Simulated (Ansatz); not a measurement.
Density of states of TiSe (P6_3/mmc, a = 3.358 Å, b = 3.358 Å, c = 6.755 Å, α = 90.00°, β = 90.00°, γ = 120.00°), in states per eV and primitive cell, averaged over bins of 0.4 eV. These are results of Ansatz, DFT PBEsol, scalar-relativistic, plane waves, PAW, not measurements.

Settings: cutoff 420 eV, Γ-centred mesh 12×12×8 on the computed 4-atom cell, Gaussian smearing of 0.10 eV; no spin polarisation.

The cell is relaxed at this level. The states (both spins) are summed by tetrahedra on a 18×18×12 mesh at the self-consistent density. Energies are bin centres; the table starts no lower than −8 eV and ends at 6 eV, or lower where the solved bands end.

It is a metal at this level.

| E − E_F (eV) | total | Ti 3d | Se 4p | Ti 4s | Se 4s |
| --- | --- | --- | --- | --- | --- |
| -7.55 | 0.24 | 0.03 | 0.15 | 0.05 | 0.00 |
| -7.15 | 1.04 | 0.14 | 0.70 | 0.15 | 0.01 |
| -6.75 | 2.00 | 0.26 | 1.40 | 0.24 | 0.04 |
| -6.35 | 3.28 | 0.39 | 2.41 | 0.32 | 0.07 |
| -5.95 | 1.97 | 0.27 | 1.44 | 0.15 | 0.05 |
| -5.55 | 1.26 | 0.21 | 0.89 | 0.08 | 0.04 |
| -5.15 | 2.86 | 0.59 | 2.08 | 0.10 | 0.03 |
| -4.75 | 5.33 | 1.15 | 3.98 | 0.05 | 0.03 |
| -4.35 | 2.60 | 0.60 | 1.90 | 0.03 | 0.02 |
| -3.95 | 2.54 | 0.69 | 1.77 | 0.01 | 0.01 |
| -3.55 | 2.46 | 0.73 | 1.67 | 0.01 | 0.01 |
| -3.15 | 2.13 | 0.67 | 1.42 | 0.00 | 0.01 |
| -2.75 | 1.26 | 0.36 | 0.87 | 0.00 | 0.00 |
| -2.35 | 0.61 | 0.20 | 0.40 | 0.00 | 0.00 |
| -1.95 | 0.32 | 0.13 | 0.17 | 0.00 | 0.00 |
| -1.55 | 1.01 | 0.79 | 0.15 | 0.02 | 0.01 |
| -1.15 | 1.96 | 1.60 | 0.19 | 0.04 | 0.01 |
| -0.75 | 3.74 | 3.23 | 0.15 | 0.12 | 0.01 |
| -0.35 | 2.51 | 2.24 | 0.08 | 0.04 | 0.01 |
| 0.05 | 2.15 | 1.98 | 0.07 | 0.01 | 0.01 |
| 0.45 | 3.39 | 3.06 | 0.17 | 0.04 | 0.02 |
| 0.85 | 3.86 | 3.36 | 0.28 | 0.05 | 0.06 |
| 1.25 | 5.41 | 4.71 | 0.39 | 0.09 | 0.09 |
| 1.65 | 8.15 | 7.24 | 0.50 | 0.11 | 0.16 |
| 2.05 | 5.24 | 4.32 | 0.56 | 0.10 | 0.17 |
| 2.45 | 2.91 | 2.05 | 0.47 | 0.07 | 0.19 |
| 2.85 | 3.23 | 2.14 | 0.72 | 0.10 | 0.15 |

The columns after the total are the main Löwdin projections on the occupied valence shells of the potentials; 2 others are left out. The rest of the total lies in those, in shells that are empty in the free atom, which aren't projected, and between the atoms.

A ferromagnetic start lost its moments in a first run, so spin was left out; other magnetic orders weren't tried.

Cost: 1 run of about 1 core-minutes, on Arm Neoverse V1 (shared hosts).